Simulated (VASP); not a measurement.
# Pt (Fmmm) in VASP: notebook

Runs on Pt. Level: PBEsol. Tasks: single point, relaxation of cell and atoms.

Everything below comes from runs of VASP 6.6.1. Logs are shortened: lines on timing, memory, paths and dates and some standing lists are left out, and cuts for length are marked.

## Step 1: Starting point

The structure is tetragonal, space group I4/mmm (No. 139). Conventional cell: a = 2.756 Å, b = 2.756 Å, c = 3.952 Å, α = 90.00°, β = 90.00°, γ = 90.00°. Pt (site symmetry 4/mmm) has 12 Pt at 2.76 to 2.78 Å as nearest neighbours.

The cell was built by a generator and needn't be a form met in nature.

## Step 2: Single point, PBEsol

The input, INCAR:

```
SYSTEM = Pt
ALGO = Normal ; EDIFF = 1E-6
ENCUT = 520 ; GGA = PS
ISIF = 2 ; ISMEAR = 0
LASPH = .True. ; LCHARG = .False.
LREAL = .False. ; LWAVE = .False.
NBANDS = 28 ; NELM = 100
PREC = Accurate ; SIGMA = 0.1
```

The input, KPOINTS:

```
k-points
0
Gamma
  6 6 4
  0 0 0
```

The input, POSCAR:

```
Pt
1.0
    1.9493221980     -1.9477476059      0.0000000000
    1.9493221980      1.9477476059      0.0000000000
    0.0000000000      0.0000000000      7.9032488132
Pt
4
Direct
    0.7499989200      0.2500010800      0.1250000179
    0.7500010800      0.2499989200      0.6250000179
    0.2500010800      0.7499989200      0.8749999821
    0.2499989200      0.7500010800      0.3749999821
```

Potentials or basis: VASP PAW PBE potentials, release 64 (Pt).

The run is started by

```sh
> cat potpaw_PBE.64/Pt/POTCAR > POTCAR
> mpirun -np 1 vasp_std > vasp.out
```

OUTCAR:

```text
SYSTEM = Pt
   EDIFF = 1E-6
   ENCUT = 520
   GGA = PS
   ISIF = 2
   ISMEAR = 0
   LASPH = .True.
   LREAL = .False.
   NELM = 100
   PREC = Accurate

 ion  position               nearest neighbor table
   1  0.750  0.250  0.125-   3 2.77   4 2.77   4 2.77   3 2.77   4 2.78   4 2.78   3 2.78   3 2.78

   2  0.750  0.250  0.625-   4 2.77   3 2.77   3 2.77   4 2.77   3 2.78   3 2.78   4 2.78   4 2.78

   3  0.250  0.750  0.875-   1 2.77   2 2.77   2 2.77   1 2.77   2 2.78   2 2.78   1 2.78   1 2.78

   4  0.250  0.750  0.375-   2 2.77   1 2.77   1 2.77   2 2.77   1 2.78   1 2.78   2 2.78   2 2.78

  LATTYP: Found a base centered orthorhombic cell.
 ALAT       =     3.8954952118
 B/A-ratio  =     1.0008084169
 C/A-ratio  =     2.0288174888

  Lattice vectors:

 A1 = (  -1.9493221980,  -1.9477476059,   0.0000000000)
 A2 = (   1.9493221980,  -1.9477476059,   0.0000000000)
 A3 = (   0.0000000000,   0.0000000000,   7.9032488132)

Analysis of symmetry for initial positions (statically):
=====================================================================
 Subroutine PRICEL returns following result:

  LATTYP: Found a face centered orthorhombic cell.
 ALAT       =     3.8954910047
 B/A-ratio  =     1.0008084169
 C/A-ratio  =     1.0144098400

  Lattice vectors:

 A1 = (   1.9493221980,   0.0000000000,   1.9758119204)
 A2 = (   0.0000000000,  -1.9477476059,   1.9758119204)
 A3 = (   1.9493179875,  -1.9477433988,  -0.0000005659)

   4 primitive cells build up your supercell.

 Routine SETGRP: Setting up the symmetry group for a
 base centered orthorhombic supercell.

 Subroutine GETGRP returns: Found  8 space group operations
 (whereof  4 operations were pure point group operations)
 out of a pool of  8 trial point group operations.

The static configuration has the point symmetry C_2h.
 The point group associated with its full space group is D_2h.

Analysis of symmetry for dynamics (positions and initial velocities):
=====================================================================
 Subroutine PRICEL returns following result:

  LATTYP: Found a face centered orthorhombic cell.
 ALAT       =     3.8954910047
 B/A-ratio  =     1.0008084169
 C/A-ratio  =     1.0144098400

  Lattice vectors:

 A1 = (   1.9493221980,   0.0000000000,   1.9758119204)
 A2 = (   0.0000000000,  -1.9477476059,   1.9758119204)
 A3 = (   1.9493179875,  -1.9477433988,  -0.0000005659)

   4 primitive cells build up your supercell.

 Routine SETGRP: Setting up the symmetry group for a
 base centered orthorhombic supercell.

 Subroutine GETGRP returns: Found  8 space group operations
 (whereof  4 operations were pure point group operations)
 out of a pool of  8 trial point group operations.

The dynamic configuration has the point symmetry C_2h.
 The point group associated with its full space group is D_2h.

 Subroutine INISYM returns: Found  8 space group operations
 (whereof  4 operations are pure point group operations),
 and found     4 'primitive' translations

----------------------------------------------------------------------------------------

                                     Primitive cell

  volume of cell :      15.0034

  direct lattice vectors                    reciprocal lattice vectors
     1.949322198  0.000000000  1.975811920     0.256499450  0.256706735  0.253060488
     0.000000000 -1.947747606  1.975811920    -0.256499377 -0.256706808  0.253060488
     1.949317987 -1.947743399 -0.000000566     0.256499931 -0.256707289 -0.253061034

  length of vectors
     2.775552157  2.774446518  2.755638758     0.442413750  0.442413750  0.442414663

  position of ions in fractional coordinates (direct lattice)
     0.500001223  0.999999063  0.499999857

  ion indices of the primitive-cell ions
   primitive index   ion index
                 1           1

----------------------------------------------------------------------------------------

 KPOINTS: k-points

Automatic generation of k-mesh.
 Grid dimensions read from file:
 generate k-points for:    6    6    4

 Generating k-lattice:

  Cartesian coordinates                     Fractional coordinates (reciprocal lattice)
     0.042749902 -0.042784462  0.000000000     0.166666667  0.000000000  0.000000000
     0.042749902  0.042784462  0.000000000     0.000000000  0.166666667  0.000000000
     0.000000000  0.000000000  0.031632561     0.000000000  0.000000000  0.250000000

  Length of vectors
     0.060481934  0.060481934  0.031632561

  Shift w.r.t. Gamma in fractional coordinates (k-lattice)
     0.000000000  0.000000000  0.000000000

 Subroutine IBZKPT returns following result:
 ===========================================

 Found     39 irreducible k-points:

 Following reciprocal coordinates:
            Coordinates               Weight
  0.000000  0.000000  0.000000      1.000000
  0.166667  0.000000  0.000000      4.000000
  0.333333  0.000000  0.000000      4.000000
  0.500000  0.000000  0.000000      2.000000
  0.166667  0.166667  0.000000      2.000000
  0.333333  0.166667  0.000000      4.000000
[... 16 lines left out ...]
  0.333333  0.333333  0.250000      4.000000
  0.500000  0.333333  0.250000      8.000000
 [... further k-points ...]
   k-points           NKPTS =     39   k-points in BZ     NKDIM =     39   number of bands    NBANDS=     28
   number of dos      NEDOS =    301   number of ions     NIONS =      4
   total plane-waves  NPLWV =  24000
   dimension x,y,z NGX =    20 NGY =   20 NGZ =   60
   dimension x,y,z NGXF=    40 NGYF=   40 NGZF=  120
   ions per type =               4
   NGX,Y,Z   is equivalent  to a cutoff of  12.07, 12.07, 12.62 a.u.
   NGXF,Y,Z  is equivalent  to a cutoff of  24.13, 24.13, 25.24 a.u.
 SYSTEM =  Pt
   PREC   = accura    normal or accurate (medium, high low for compatibility)
   ISTART =      0    job   : 0-new  1-cont  2-samecut
   ICHARG =      2    charge: 1-file 2-atom 10-const
   ISPIN  =      1    spin polarized calculation?
   LNONCOLLINEAR =      F non collinear calculations
   LSORBIT =      F    spin-orbit coupling
   LASPH  =      T    aspherical Exc in radial PAW
   ENCUT  =  520.0 eV  38.22 Ry    6.18 a.u.   5.12  5.12 14.69*2*pi/ulx,y,z
   NELM   =    100;   NELMIN=  2; NELMDL= -5     # of ELM steps
   EDIFF  = 0.1E-05   stopping-criterion for ELM
   LREAL  =      F    real-space projection
   EDIFFG = 0.1E-04   stopping-criterion for IOM
   NSW    =      0    number of steps for IOM
   IBRION =     -1    ionic relax: 0-MD 1-quasi-New 2-CG
   NFREE  =      0    steps in history (QN), initial steepest desc. (CG)
   ISIF   =      2    stress and relaxation
   ISYM   =      2    0-nonsym 1-usesym 2-fastsym
   POTIM  = 0.5000    time-step for ionic-motion
   TEBEG  =    0.0;   TEEND  =   0.0 temperature during run
   PSTRESS=    0.0 pullay stress
   NELECT =      40.0000    total number of electrons
   NUPDOWN=      -1.0000    fix difference up-down
   EMIN   =  10.00;   EMAX   =-10.00  energy-range for DOS
   EFERMI =   0.00;   METHOD = LEGACY
   ISMEAR =     0;   SIGMA  =   0.10  broadening in eV -4-tet -1-fermi 0-gaus
   EFERMI_NEDOS =   21; number of points for ismear=-14 and -15
   IALGO  =     38    algorithm
   IMIX   =      4    mixing-type and parameters
     AMIX     =   0.40;   BMIX     =  1.00
     AMIX_MAG =   1.60;   BMIX_MAG =  1.00
  volume/ion in A,a.u.               =      15.00       101.25
  Fermi-wavevector in a.u.,A,eV,Ry     =   1.430027  2.702359 27.823596  2.044977
  Thomas-Fermi vector in A             =   2.549917
   LORBIT       =      0    0 simple, 1 ext, 2 COOP (PROOUT), +10 PAW based schemes
   GGA     = PS    functional components
   LHFCALC =     F    Hartree Fock is set to
   AEXX    =    0.0000 exact exchange contribution
   IVDW    =     0    specifies the selected vdW correction
   LEPSILON=     F    determine dielectric tensor
   LRPA    =     F    only Hartree local field effects (RPA)
 non-spin polarized calculation
 Gauss-broadening in eV      SIGMA  =   0.10
  energy-cutoff  :      520.00
  volume of cell :       60.01
 maximum number of plane-waves:      1640
   NGX = 11   NGY = 11   NGZ = 29

 number of electron      40.0000005 magnetization

 Free energy of the ion-electron system (eV)
  ---------------------------------------------------
  ext. energy  EPLUGINS =         0.00000000
  ---------------------------------------------------
  free energy    TOTEN  =       -27.99363973 eV

  energy without entropy =      -27.95163297  energy(sigma->0) =      -27.97263635

 E-fermi :  11.1942     XC(G=0): -13.6598

 val. band max:       11.1937852252   @ k =   0.5000   0.0000   0.0000
 cond. band min:      11.2277797896   @ k =   0.0000   0.0000   0.0000
 fundamental gap:      0.0339945644
 Fermi energy:        11.1942152891

 k-point     1 :       0.0000    0.0000    0.0000
  band No.  band energies     occupation
      1       0.8416      2.00000
      2       3.5718      2.00000
      3       3.5718      2.00000
      4       4.0094      2.00000
      5       4.4998      2.00000
      6       5.7130      2.00000
[... 20 lines left out ...]
     27      22.7163      0.00000
     28      25.8106      0.00000

 k-point     2 :       0.1667    0.0000    0.0000
  band No.  band energies     occupation
      1       1.5755      2.00000
      2       3.9633      2.00000
      3       3.9633      2.00000
      4       4.4593      2.00000
      5       5.0350      2.00000
      6       6.1279      2.00000
[... 20 lines left out ...]
     27      24.0810      0.00000
     28      24.0998      0.00000

 k-point     3 :       0.3333    0.0000    0.0000
  band No.  band energies     occupation
      1       3.4267      2.00000
      2       3.9582      2.00000
      3       3.9582      2.00000
      4       5.2441      2.00000
      5       6.2738      2.00000
      6       6.4645      2.00000
[... 20 lines left out ...]
     27      19.8402      0.00000
     28      20.6801      0.00000

 k-point     4 :       0.5000    0.0000    0.0000
  band No.  band energies     occupation
      1       3.7681      2.00000
      2       3.7681      2.00000
      3       5.2768      2.00000
      4       5.2768      2.00000
      5       6.4396      2.00000
      6       6.4396      2.00000
[... 20 lines left out ...]
     27      21.7382      0.00000
     28      21.7382      0.00000

 k-point     5 :       0.1667    0.1667    0.0000
  band No.  band energies     occupation
      1       2.2709      2.00000
      2       4.5461      2.00000
      3       4.5461      2.00000
      4       4.9837      2.00000
      5       5.4490      2.00000
      6       6.1905      2.00000
[... 20 lines left out ...]
     27      23.1742      0.00000
     28      23.6973      0.00000

 k-point     6 :       0.3333    0.1667    0.0000
  band No.  band energies     occupation
      1       3.9052      2.00000
      2       4.6372      2.00000
      3       4.6372      2.00000
      4       5.6737      2.00000
      5       5.8753      2.00000
      6       6.3607      2.00000
[... 463 lines left out ...]
      5       5.9285      2.00000
      6       6.0354      2.00000
[... 20 lines left out ...]
     27      21.2916      0.00000
     28      22.6664      0.00000

 k-point    22 :      -0.1667    0.1667    0.2500
  band No.  band energies     occupation
      1       2.4432      2.00000
      2       3.6768      2.00000
      3       5.0891      2.00000
      4       5.2653      2.00000
      5       5.5042      2.00000
      6       5.9092      2.00000
[... 20 lines left out ...]
     27      22.3615      0.00000
     28      23.8173      0.00000

 k-point    23 :       0.3333    0.3333    0.2500
  band No.  band energies     occupation
      1       4.4837      2.00000
      2       4.9989      2.00000
      3       5.1973      2.00000
      4       5.3641      2.00000
      5       5.5738      2.00000
      6       5.5847      2.00000
[... 20 lines left out ...]
     27      20.9919      0.00000
     28      21.2438      0.00000

 k-point    24 :       0.5000    0.3333    0.2500
  band No.  band energies     occupation
      1       4.5269      2.00000
      2       4.5283      2.00000
      3       5.0391      2.00000
      4       5.0393      2.00000
      5       5.2442      2.00000
      6       5.2449      2.00000
[... 20 lines left out ...]
     27      20.0893      0.00000
     28      20.0907      0.00000

 [... further k-points ...]
[... 5 lines left out ...]
  --------------------------------------------------------------------------------------
  -------------------------------------------------------------------------------------
  Total       -0.1777034     -0.1570962     -0.1643144      0.0000000      0.0000000      0.0000000
  in kB       -4.7441062     -4.1939600     -4.3866633      0.0000000      0.0000000      0.0000000
  external PRESSURE =      -4.4415765 kB  Pullay stress =       0.0000000 kB

 VOLUME and BASIS-vectors are now :
 -----------------------------------------------------------------------------
  energy-cutoff  :      520.00
  volume of cell :       60.01
      direct lattice vectors                 reciprocal lattice vectors
     1.949322198 -1.947747606  0.000000000     0.256499413 -0.256706772  0.000000000
     1.949322198  1.947747606  0.000000000     0.256499413  0.256706772  0.000000000
     0.000000000  0.000000000  7.903248813     0.000000000  0.000000000  0.126530244

 POSITION                                       TOTAL-FORCE (eV/Angst)
 -----------------------------------------------------------------------------------
      1.94932     -0.97387      0.98791         0.000000      0.000000      0.000000
      1.94932     -0.97388      4.93953        -0.000000      0.000000      0.000000
      1.94932      0.97387      6.91534        -0.000000     -0.000000      0.000000
      1.94932      0.97388      2.96372         0.000000     -0.000000      0.000000
 -----------------------------------------------------------------------------------
    total drift:                               -0.000000      0.003075      0.000126

  FREE ENERGIE OF THE ION-ELECTRON SYSTEM (eV)
  ---------------------------------------------------
  free  energy   TOTEN  =       -27.9936397335 eV

  energy  without entropy=      -27.9516329657  energy(sigma->0) =      -27.97263635
```

Wall time 18 s (1 thread of Intel Xeon 6975P-C (Granite Rapids), shared host); peak memory 0.19 GiB.

What came out:

```yaml
Free_energy: -27.9936 eV
Pressure: -0.4 GPa
Band_gap_on_the_k_mesh: none (metal or under the smearing width)
```

Levels at points of the mesh, in eV from the Fermi level:
| k point | band 18 | band 19 | band 20 | band 21 | band 22 | band 23 |
| --- | --- | --- | --- | --- | --- | --- |
| (0.00, 0.00, 0.00) | -1.54 | -0.80 | -0.80 | 0.03 | 0.47 | 0.48 |
| (0.50, 0.00, 0.00) | -0.57 | 0.00 | 0.00 | 0.08 | 0.08 | 1.96 |
| (0.50, 0.50, 0.00) | 0.58 | 0.58 | 0.58 | 1.79 | 1.80 | 7.25 |
| (0.00, 0.00, 0.50) | -1.25 | -0.47 | -0.47 | -0.47 | -0.47 | -0.22 |
| (0.50, 0.00, 0.50) | -0.67 | -0.67 | -0.67 | 1.58 | 1.58 | 1.58 |
| (0.50, 0.50, 0.50) | 0.58 | 0.58 | 0.58 | 4.79 | 4.79 | 4.80 |

Caveat: the k mesh is coarse (spacing up to 0.38 Å⁻¹), so the values aren't converged; the PAW data sets were made with another functional, which shifts forces and pressure a little. The run has no spin-orbit coupling, so splittings on Pt are missing.

## Step 3: Relaxation of cell and atoms, PBEsol

This run uses another cell than the first one, of 16.59 Å³/atom, 1.106 times its volume.

The input, INCAR:

```
  PREC = Accurate
  ENCUT = 600
  EDIFF = 1E-7
  ISMEAR = 0
  SIGMA = 0.1
  LREAL = False
  LASPH = True
  NELM = 100
  ALGO = Normal
  ISIF = 3
  LWAVE = False
  LCHARG = False
  GGA = PS
  IBRION = 2
  NSW = 90
  EDIFFG = -0.04
```

The input, KPOINTS:

```
Automatic mesh
0
Gamma
  6 6 4
```

The input, POSCAR:

```
Pt
1.0
    2.6505953947     -1.7518407881      0.0000000000
    2.6505953947      1.7518407881      0.0000000000
    0.0000000000      0.0000000000      7.1461951648
Pt
4
Direct
    0.8500000000      0.1500000000      0.1170000000
    0.6500000000      0.3500000000      0.6170000000
    0.1500000000      0.8500000000      0.8830000000
    0.3500000000      0.6500000000      0.3830000000
```

Potentials or basis: VASP PAW PBE potentials, release 64 (Pt).

The run is started by

```sh
> cat potpaw_PBE.64/Pt/POTCAR > POTCAR
> mpirun -np 1 vasp_std > vasp.out
```

Run time: 26 min. Hardware: 1 thread of Intel Xeon 6975P-C (Granite Rapids), shared host; peak memory 0.25 GiB.

It converged, with:

```
Free energy                            : -27.7920 eV
Relaxed volume                         : 15.18 Å³/atom
Relaxed cell                           : a = 3.347 Å, b = 3.347 Å, c = 5.420 Å, α = 90.00°, β = 90.00°, γ = 89.97°
Space group after relaxing (to 0.05 Å) : I4/mmm (No. 139)
Energy gained by relaxing              : 2448.5 meV/atom
Ionic steps                            : 77
Pressure after relaxing                : 0.0 GPa
Largest force after relaxing           : 0.024 eV/Å
Band gap on the k mesh                 : none (metal or under the smearing width)
```

Forces on the atoms (eV/Å):
```
Pt   0.000 -0.009  0.022
Pt   0.000  0.009  0.022
Pt   0.000  0.009 -0.022
Pt   0.000 -0.009 -0.022
```

Stress tensor (GPa, compression positive):
```
 0.27  0.00  0.00
 0.00  0.08  0.00
 0.00  0.00 -0.28
```

Step by step:
| step | energy change (eV) | largest force (eV/Å) | pressure (GPa) | volume (Å³) |
| --- | --- | --- | --- | --- |
| 1 | 0.0000 | 17.6076 | 50.87 | 66.37 |
| 3 | -3.3668 | 2.1486 | 15.87 | 120.71 |
| 5 | -4.1943 | 0.6673 | -4.52 | 138.52 |
| 7 | -4.2786 | 0.1711 | -0.69 | 133.45 |
| 9 | -4.3094 | 0.0606 | 0.32 | 131.40 |
| 11 | -4.3272 | 0.0331 | 0.97 | 129.37 |
| 13 | -4.3377 | 0.0892 | 0.20 | 129.28 |
| 15 | -4.3548 | 0.2510 | -1.02 | 129.85 |
| 17 | -4.3706 | 0.0610 | 0.31 | 127.82 |
| 19 | -4.3784 | 0.0141 | -0.27 | 127.30 |
| 21 | -4.3879 | 0.1346 | -0.46 | 125.75 |
| 23 | -4.3921 | 0.1985 | 0.56 | 123.55 |
| 25 | -4.3969 | 0.1652 | 0.54 | 122.62 |
| 27 | -4.4174 | 0.0849 | 0.46 | 118.44 |
| 29 | -4.6085 | 0.5345 | 0.26 | 102.01 |
| 31 | 18.6427 | 8.3214 | 453.13 | 41.00 |
| 33 | -3.5922 | 3.4534 | 31.86 | 74.47 |
| 35 | -4.0094 | 3.8408 | 48.45 | 64.88 |
| 37 | -4.1197 | 4.0853 | 66.35 | 59.61 |
| 39 | -5.5771 | 3.3591 | 44.80 | 61.56 |
| 41 | -7.9541 | 1.3124 | -9.79 | 70.60 |
| 43 | -8.0340 | 1.3030 | -9.90 | 70.36 |
| 45 | -8.5437 | 1.4492 | -0.89 | 66.14 |
| 47 | -8.5851 | 1.4851 | 3.44 | 64.89 |
| 49 | -8.6993 | 1.2940 | 3.72 | 64.49 |
| 51 | -8.9536 | 0.5461 | -1.81 | 65.05 |
| 53 | -9.0856 | 0.4013 | -0.09 | 63.98 |
| 55 | -9.1079 | 0.4625 | 1.20 | 63.51 |
| 57 | -9.1054 | 1.3248 | -0.10 | 63.16 |
| 59 | -9.1601 | 0.7474 | -0.18 | 63.34 |
| 61 | -9.2598 | 0.9276 | -2.39 | 63.22 |
| 63 | -9.2629 | 1.5028 | -3.44 | 62.51 |
| 65 | -9.4637 | 1.2715 | -4.23 | 62.43 |
| 67 | -9.5659 | 1.0676 | -0.38 | 61.25 |
| 69 | -9.7608 | 0.2031 | 3.62 | 60.17 |
| 71 | -9.7827 | 0.1770 | -1.05 | 61.05 |
| 73 | -9.7905 | 0.1079 | -0.85 | 60.94 |
| 75 | -9.7928 | 0.0612 | 0.12 | 60.70 |
| 77 | -9.7939 | 0.0240 | 0.02 | 60.72 |

Final structure:
```
Pt
1.0
     2.36731   -2.36614    0.00000
     2.36731    2.36614    0.00000
     0.00000    0.00000    5.41995
Pt
4
Direct
  0.74978 0.25022 0.12461
  0.75022 0.24978 0.62461
  0.25022 0.74978 0.87539
  0.24978 0.75022 0.37539
```

Levels at points of the mesh, in eV from the Fermi level:
| k point | band 17 | band 18 | band 19 | band 20 | band 21 | band 22 | band 23 | band 24 |
| --- | --- | --- | --- | --- | --- | --- | --- | --- |
| (0.00, 0.00, 0.00) | -2.31 | -0.35 | 0.24 | 0.25 | 0.80 | 2.34 | 2.36 | 5.49 |
| (0.50, 0.00, 0.00) | -1.18 | -1.18 | 0.40 | 0.40 | 0.60 | 0.60 | 0.65 | 0.65 |
| (0.50, 0.50, 0.00) | -0.94 | -0.93 | -0.62 | -0.62 | 0.65 | 0.65 | 5.22 | 5.23 |
| (0.00, 0.00, 0.50) | -1.62 | -1.62 | -1.33 | -1.33 | -0.17 | -0.17 | 6.53 | 6.53 |
| (0.50, 0.00, 0.50) | -0.16 | -0.16 | -0.15 | -0.15 | 0.14 | 0.14 | 0.14 | 0.14 |
| (0.50, 0.50, 0.50) | -1.38 | -1.38 | -1.38 | -1.38 | 4.66 | 4.66 | 4.67 | 4.67 |

Caveat: the PAW data sets were made with another functional, which shifts forces and pressure a little. The run has no spin-orbit coupling, so splittings on Pt are missing.

(Part 1 of 2 ends here.)
